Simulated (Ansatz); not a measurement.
# KBr (Fm-3m) in Ansatz: notebook

The runs below take KBr through relaxation of cell and atoms, with revPBE+D4, revPBE.

Program: Ansatz 0.2.0. These are calculated values, not measurements. Logs are shortened: lines on timing, memory, paths and dates and some standing lists are left out, and cuts for length are marked.

**1. The crystal as given**

It takes space group Fm-3m (No. 225, cubic). Conventional cell: a = 6.600 Å, b = 6.600 Å, c = 6.600 Å, α = 90.00°, β = 90.00°, γ = 90.00°. Around Br (site symmetry m-3m) lie 6 K at 3.30 Å. K (site symmetry m-3m) is surrounded by 6 Br at 3.30 Å.

**2. Relaxation of cell and atoms, revPBE+D4**

Input file input.yaml:

```yaml
crystal:
  lattice:
    - [0.0, 3.3, 3.3]
    - [3.3, 0.0, 3.3]
    - [3.3, 3.3, 0.0]
  atoms:
    - { symbol: Br, position: [0.5, 0.5, 0.5] }
    - { symbol: K, position: [0.0, 0.0, 0.0] }
kpoints:
  mp_grid: { grid: [7, 7, 7] }
scf:
  occupations: { method: fermi_dirac, width: 0.05 }
hamiltonian:
  xc: revpbe
  dispersion: d4
  pseudopotentials: { kind: all_electron, lapw: { basis_error: 0.001 } }
output:
  forces: true
  stress: true
relax:
  f_tol: 0.01
  max_steps: 60
  cell: {}
```

Potentials or basis: all-electron LAPW, scalar-relativistic.

The run is started by

```console
$ ansatz run input.yaml --threads 1 --pin off --max-ram 3072MiB --backend cpu --events-out ev --progress --plain --runs-dir out
```

Log:

```text
Warning: RAYON_NUM_THREADS=1 ignored (pool sized by the plan → 1); use --threads N
The last accepted step is kept in <dir> (removed where the run ends without a failure and the disk answers)
LAPW: plane waves up to 5.990 Å⁻¹, error target 1.0e-3 eV per atom; small_component_spin mean_spin; K in spheres of 1.606 Å, 9 of its electrons in bands, Dirac shells []; Br in spheres of 1.595 Å, 25 of its electrons in bands, Dirac shells [] (how accurate: hamiltonian.pseudopotentials.lapw.basis_error, Limitations)
Engine: ansatz 0.2.0, aarch64-unknown-linux-gnu
Pseudopotentials: kind: all_electron
Pseudopotential: Br, LAPW, valence charge 25, lapw/all_electron/scalar/gaussian/Br, Koelling and Harmon's equation, gaussian nucleus
Pseudopotential: K, LAPW, valence charge 9, lapw/all_electron/scalar/gaussian/K, Koelling and Harmon's equation, gaussian nucleus
Functional definition: revPBE
  parameter kappa = 1.245
  parameter beta = 0.06672455060314922
  exchange = pbe_x(kappa = kappa, mu = beta*pi^2/3)
  correlation = pbe_c(beta = beta)
Crystal: 2 atoms, lattice volume = 71.874 Å³
Basis set: ecut = 136.69101809829067 eV, 259 PW (Γ), exchange–correlation at level 2
Bands: 21, of which v1, the nominal top of the filled ones, is band 17 counted from 1 (16 counted from 0)
Symmetry: 48 space group operations
Space group: Fm-3m (ITA 225), of the structure as read, at distance tolerance 4.2e-5 Å
k-points: 20 of 343
Non-local potential: Br, projectors of the file, none
Non-local potential: K, projectors of the file, none
Initial density: superposition of atomic densities (chi_scale 0.1, normalization cell, long waves kept (reshape's long-wave potential 0.00 eV rms))
Initial wavefunctions: plane waves of lowest kinetic energy (no species holds an atomic orbital)
Functional: x = revpbe(κ = 1.245, μ = 0.2195149727645171), c = pbe(β = 0.06672455060314922)
iter 1 solved again at ethr=1.25e-3 eV; its pass at ethr=1.00e-1 eV (dr2=4.26e-1 eV) is discarded
SCF iter   1: F=—  HF=-87321.381341 eV  |F-HF|=—  |Δ(HF+E_count)|=         —  Δρ=1.50e-2  dr2=4.26e-1  ethr=1.25e-3  ⟨swp⟩=2.0  Hψ=2685  notcnv=0
preconditioner: auto → none  [insulator: Δε(μ)=5.068 eV  Ē_g=14.956 eV  σ=0.050 eV  W_gap=1.00  n_scr=14 (ndim 8)  ℏωp=16.4 eV  f_vac=0.107  D(μ)=0.00/eV (n_scr^D=0)  ε∞_Penn≈2.2]
iter 2 solved again at ethr=7.25e-5 eV; its pass at ethr=1.25e-3 eV (dr2=2.46e-2 eV) is discarded
SCF iter   2: F=—  HF=-87321.210429 eV  |F-HF|=—  |Δ(HF+E_count)|=   1.71e-1  Δρ=3.75e-3  dr2=2.46e-2  ethr=7.25e-5  ⟨swp⟩=2.0  Hψ=2295  notcnv=0
SCF iter   3: F=—  HF=-87321.228385 eV  |F-HF|=—  |Δ(HF+E_count)|=         —  Δρ=2.07e-3  dr2=7.72e-3  ethr=7.24e-5  ⟨swp⟩=2.9  Hψ=1421  notcnv=0
the basis was enlarged: its passes take 117.1 KiB over the memory plan, 1 of 1 planned eigensolver slots
SCF iter   4: F=—  HF=-87321.237759 eV  |F-HF|=—  |Δ(HF+E_count)|=   9.37e-3  Δρ=4.07e-4  dr2=2.51e-4  ethr=2.27e-5  ⟨swp⟩=3.0  Hψ=1441  notcnv=0
SCF iter   5: F=—  HF=-87321.238582 eV  |F-HF|=—  |Δ(HF+E_count)|=   8.23e-4  Δρ=7.96e-5  dr2=8.32e-6  ethr=7.38e-7  ⟨swp⟩=3.0  Hψ=1442  notcnv=0
SCF iter   6: F=—  HF=-87321.238606 eV  |F-HF|=—  |Δ(HF+E_count)|=   2.39e-5  Δρ=8.32e-6  dr2=6.77e-8  ethr=2.45e-8  ⟨swp⟩=3.0  Hψ=1449  notcnv=0
SCF iter   7: F=-87321.238607 eV  HF=-87321.238607 eV  |F-HF|=5.09e-8  |Δ(HF+E_count)|=   7.01e-7  Δρ=1.95e-6  dr2=3.85e-9  ethr=1.99e-10  ⟨swp⟩=3.4  Hψ=1452  notcnv=0
SCF 1 converged in 7 iterations: F = -87321.238607 eV  dr2 = 3.85e-9
relax step   1: F+E_penalty+E_count = -87321.23860683 eV  Δ(F+E_penalty+E_count) = +0.000e0 eV  max|allowed force component| = 6.163e-31 eV/Å  Δτ_max = 0.0000 Å  P = +0.832 GPa  Ω = 71.874 Å³  (7 SCF iters, accepted)
Crystal: 2 atoms, lattice volume = 73.715 Å³
Basis set: ecut = 134.40567969297172 eV, 259 PW (Γ), exchange–correlation at level 2
Initial density: handed on by an earlier stage of this run
Initial wavefunctions: those handed on with the density
iter 1 solved again at ethr=3.39e-7 eV; its pass at ethr=1.00e-1 eV (dr2=1.15e-4 eV) is discarded
SCF iter   1: F=—  HF=-87321.246033 eV  |F-HF|=—  |Δ(HF+E_count)|=         —  Δρ=2.61e-4  dr2=1.28e-4  ethr=3.39e-7  ⟨swp⟩=5.1  Hψ=2303  notcnv=0
preconditioner: auto → none  [insulator: Δε(μ)=4.674 eV  Ē_g=14.933 eV  σ=0.050 eV  W_gap=1.00  n_scr=14 (ndim 8)  ℏωp=16.2 eV  f_vac=0.283  D(μ)=0.00/eV (n_scr^D=0)  ε∞_Penn≈2.2]
iter 2 solved again at ethr=7.67e-9 eV; its pass at ethr=3.39e-7 eV (dr2=2.61e-6 eV) is discarded
SCF iter   2: F=—  HF=-87321.245921 eV  |F-HF|=—  |Δ(HF+E_count)|=   1.12e-4  Δρ=3.55e-5  dr2=2.60e-6  ethr=7.67e-9  ⟨swp⟩=2.0  Hψ=2160  notcnv=0
SCF iter   3: F=—  HF=-87321.245888 eV  |F-HF|=—  |Δ(HF+E_count)|=   3.36e-5  Δρ=2.29e-5  dr2=1.07e-6  ethr=7.65e-9  ⟨swp⟩=3.0  Hψ=1421  notcnv=0
SCF iter   4: F=-87321.245888 eV  HF=-87321.245888 eV  |F-HF|=5.63e-8  |Δ(HF+E_count)|=   3.31e-7  Δρ=4.75e-6  dr2=4.21e-8  ethr=3.14e-9  ⟨swp⟩=3.0  Hψ=1324  notcnv=0
SCF 2 converged in 4 iterations: F = -87321.245888 eV  dr2 = 4.21e-8
relax step   2: F+E_penalty+E_count = -87321.24588796 eV  Δ(F+E_penalty+E_count) = -7.281e-3 eV  max|allowed force component| = 3.575e-31 eV/Å  Δτ_max = 0.0000 Å  P = +0.444 GPa  Ω = 73.715 Å³  (4 SCF iters, accepted)
Crystal: 2 atoms, lattice volume = 75.945 Å³
Basis set: ecut = 131.76190838156126 eV, 259 PW (Γ), exchange–correlation at level 2
iter 1 solved again at ethr=5.37e-7 eV; its pass at ethr=1.00e-1 eV (dr2=1.83e-4 eV) is discarded
SCF iter   1: F=—  HF=-87321.249393 eV  |F-HF|=—  |Δ(HF+E_count)|=         —  Δρ=3.16e-4  dr2=1.98e-4  ethr=5.37e-7  ⟨swp⟩=4.9  Hψ=2298  notcnv=0
preconditioner: auto → none  [insulator: Δε(μ)=4.603 eV  Ē_g=14.878 eV  σ=0.050 eV  W_gap=1.00  n_scr=14 (ndim 8)  ℏωp=15.9 eV  f_vac=0.295  D(μ)=0.00/eV (n_scr^D=0)  ε∞_Penn≈2.1]
iter 2 solved again at ethr=1.35e-8 eV; its pass at ethr=5.37e-7 eV (dr2=4.60e-6 eV) is discarded
SCF iter   2: F=—  HF=-87321.249226 eV  |F-HF|=—  |Δ(HF+E_count)|=   1.68e-4  Δρ=4.60e-5  dr2=4.59e-6  ethr=1.35e-8  ⟨swp⟩=2.0  Hψ=2160  notcnv=0
SCF iter   3: F=—  HF=-87321.249195 eV  |F-HF|=—  |Δ(HF+E_count)|=   3.03e-5  Δρ=2.94e-5  dr2=1.84e-6  ethr=1.35e-8  ⟨swp⟩=3.0  Hψ=1332  notcnv=0
SCF iter   4: F=-87321.249196 eV  HF=-87321.249196 eV  |F-HF|=1.25e-7  |Δ(HF+E_count)|=   8.84e-7  Δρ=5.94e-6  dr2=6.79e-8  ethr=5.42e-9  ⟨swp⟩=3.0  Hψ=1329  notcnv=0
SCF 3 converged in 4 iterations: F = -87321.249196 eV  dr2 = 6.79e-8
relax step   3: F+E_penalty+E_count = -87321.24919641 eV  Δ(F+E_penalty+E_count) = -3.308e-3 eV  max|allowed force component| = 2.506e-31 eV/Å  Δτ_max = 0.0000 Å  P = +0.042 GPa  Ω = 75.945 Å³  (4 SCF iters, accepted)
iter 1 solved again at ethr=2.06e-10 eV; its pass at ethr=1.00e-1 eV (dr2=7.00e-8 eV) is discarded
SCF iter   1: F=—  HF=-87321.249224 eV  |F-HF|=—  |Δ(HF+E_count)|=         —  Δρ=6.01e-6  dr2=6.99e-8  ethr=2.06e-10  ⟨swp⟩=8.2  Hψ=2533  notcnv=0
preconditioner: auto → none  [insulator: Δε(μ)=4.582 eV  Ē_g=14.873 eV  σ=0.050 eV  W_gap=1.00  n_scr=14 (ndim 8)  ℏωp=15.9 eV  f_vac=0.295  D(μ)=0.00/eV (n_scr^D=0)  ε∞_Penn≈2.1]
SCF iter   2: F=-87321.249197 eV  HF=-87321.249197 eV  |F-HF|=6.07e-8  |Δ(HF+E_count)|=   2.75e-5  Δρ=3.45e-6  dr2=2.19e-8  ethr=2.05e-10  ⟨swp⟩=3.0  Hψ=1460  notcnv=0
SCF 4 converged in 2 iterations: F = -87321.249197 eV  dr2 = 2.19e-8
relax step   4: F+E_penalty+E_count = -87321.24919684 eV  Δ(F+E_penalty+E_count) = -4.232e-7 eV  max|allowed force component| = 1.839e-31 eV/Å  Δτ_max = 0.0000 Å  P = +0.042 GPa  Ω = 75.945 Å³  stress off target by 4.20e-2 GPa  SCF on the basis re-selected at this cell (its energy is not comparable with the rows above)  (2 SCF iters)
basis re-selected at this cell: Δ(F+E_penalty+E_count) = -4.232e-7 eV, ΔP = +0.000 GPa vs the last step (what re-selecting the basis moved, after the strain that the cell walked since its last selection, with what the two solves' SCF thresholds leave and, on support functions, any second-order correction that the steps lacked; it is no measure of the basis error at this ecutwfc). This SCF's stress stands 4.20e-2 GPa from its target on what of the cell is left free (relax.cell.stress_tol is 5.00e-2 GPa) and its largest allowed force component is 1.84e-31 eV/Å (relax.f_tol is 1.00e-2 eV/Å): within both
SCF converged after 2 iterations
Free energy (F): -87321.249197 eV
Harris-Foulkes:  -87321.249197 eV  (|F-HF|=6.07e-8)
Internal energy: -87321.249197 eV  (E = F + TS)
E sigma→0 (E₀):  -87321.249197 eV
Fermi energy:    4.191253 eV
--- Per-component energies (eV) ---
  E_band       = -2117.288984
  E_kinetic    = 89217.481431
  E_xc         = -3430.762507
  E_electrostatic = -173107.622078  (all electrons and nuclei)
  E_disp       = -0.346043  (pairwise vdW)
  E_smearing   = -0.000000  (= −TS)
  E_closure    = 0.000000  (closes the sum)
  E_atoms      = -87315.034199  (free atoms, spherical and without spin; not in F)
  Σ components = -87321.249197   (vs F -87321.249197, Δ=0.00e0)
  Basis errors (estimates in eV, not in F): energy 5.0e-4 per atom: plane waves 4.5e-4 (2.4e-4 summed), levels above the bands 2.7e-49, relativity 3.6e-8, radial functions 4.6e-5, core shells 2.5e-7; eigenvalues (radial functions only) 2.5e-6; not estimated: angular momenta, meshes, grids; target (lapw.basis_error) 1.0e-3; muffin-tin radii K 1.636 Å, Br 1.625 Å
--- Forces (eV/Å), atoms counted from 1 ---
  atom   1  Br     0.00000000     0.00000000    -0.00000000
  atom   2  K     -0.00000000    -0.00000000     0.00000000
  max |Σ_I F_I| component: 3.23e-31 eV/Å
--- Stress (GPa, compression-positive) ---
        0.042022      -0.000000      -0.000000
       -0.000000       0.042022      -0.000000
       -0.000000      -0.000000       0.042022
  P = ⅓ Tr σ = 0.0420 GPa (0.420 kbar)
--- Relaxed structure (3 steps of the walk, 3 accepted, 1 SCFs on fresh bases) ---
  F+E_penalty+E_count = -87321.24919684 eV   max|allowed force component| = 1.839e-31 eV/Å   (the final SCF, on the basis selected at the relaxed cell)
  cell:  # Å, volume = 75.9446 Å³
    - [1.5280163634318358e-34, 3.361158485455348, 3.361158485455348]
    - [3.361158485455348, 9.68120686250162e-34, 3.361158485455348]
    - [3.361158485455348, 3.361158485455348, 2.037553566721394e-34]
  atoms:
    - { symbol: Br, position: [0.5, 0.5, 0.5] }
    - { symbol: K, position: [-4.255527023581939e-36, 3.647594591642077e-36, 3.6475945916413864e-36] }
```

Wall time 6.4 s (1 thread of Arm Neoverse V2, shared host); peak memory 0.24 GiB.

Results:

- Free energy: -87321.2492 eV
- Relaxed volume: 37.97 Å³/atom
- Relaxed cell: a = 4.753 Å, b = 4.753 Å, c = 4.753 Å, α = 60.00°, β = 60.00°, γ = 60.00°
- Space group after relaxing (to 0.05 Å): Fm-3m (No. 225)
- Energy gained by relaxing: 5.3 meV/atom
- Ionic steps: 4
- Pressure after relaxing: 0.0 GPa
- Band gap on the k mesh: 4.58 eV

The path:
| step | energy change (eV) | largest force (eV/Å) | volume (Å³) |
| --- | --- | --- | --- |
| 1 | 0.0000 | 0.0000 | 71.87 |
| 2 | -0.0073 | 0.0000 | 73.71 |
| 3 | -0.0106 | 0.0000 | 75.94 |
| 4 | -0.0106 | 0.0000 | 75.94 |

Final structure:
```yaml
crystal:
  lattice:
    - [0.00000, 3.36116, 3.36116]
    - [3.36116, 0.00000, 3.36116]
    - [3.36116, 3.36116, 0.00000]
  atoms:
    - { symbol: Br, position: [0.50000, 0.50000, 0.50000] }
    - { symbol: K, position: [0.00000, 0.00000, 0.00000] }
```

Caveat: an odd mesh through Γ misses points on the zone boundary, where band edges often lie.

(Continued in part 2 of 2.)
